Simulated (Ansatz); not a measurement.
PtS2 under changes of volume

One of the cells (18.261 Å³/atom); the others are scaled copies at fixed shape and fractional positions:

```xyz
3
Lattice="3.5432 0.0000 0.0000 -1.7716 3.0685 0.0000 0.0000 0.0000 5.0388" Properties=species:S:1:pos:R:3 pbc="T T T"
Pt    0.0000    0.0000    0.0000
S     1.7716    1.0228    3.8950
S     0.0000    2.0457    1.1438
```

* Program: Ansatz 0.2.0
* Functional: PBE
* Potentials or basis: Ansatz PAW
* Cutoff: 420 eV (not typed: the program's choice for these potentials)
* k mesh: 7 × 7 × 5
* Occupations: fermi-dirac, width 0.05 eV
* Spin: no spin polarisation

```tsv
volume (Å³/atom)	energy over the lowest point (meV/atom)	pressure (GPa)	gap on the mesh (eV)	largest force (eV/Å)
17.165	166.70	24.2	0.93	2.319
17.531	?	?	?	?
17.896	77.37	15.3	0.90	1.583
18.261	46.72	11.6	0.88	1.258
18.626	24.15	8.3	0.87	0.958
18.992	8.83	5.2	0.85	0.682
19.357	0.00	2.5	0.83	0.427
```

Task: What does the run at 17.531 Å³/atom give?

Result: Energy over the lowest point 117.02 meV/atom; pressure 19.5 GPa; gap on the mesh 0.92 eV; largest force 1.936 eV/Å.

Worked out: A Birch-Murnaghan fit of order 3 (a polynomial in V^(-2/3)) to the other rows has its minimum at 19.74 Å³/atom, just outside them, with B0 = V·E''(V) = 124 GPa and B' = 4.7 at fixed shape and positions, which overstates the stiffness. It gives 116.95 meV/atom at 17.531 Å³/atom, against the run's 117.02, and -dE/dV = 19.5 GPa, against 19.5. A straight line through the other rows of the gap, of slope -0.819 eV per unit of ln V, gives 0.91 eV, against the run's 0.92.

Energies are extrapolated to zero smearing.

Caveats: odd divisions of the mesh miss points on the zone boundary, where band edges often lie, so the gap on the mesh can be too wide; spin-orbit coupling is left out, which moves the levels of the heavy elements; forces of over 1 eV/Å show positions far from the minimum, so gaps and moduli don't describe the material at rest (some runs).

A mesh can miss the band edges.
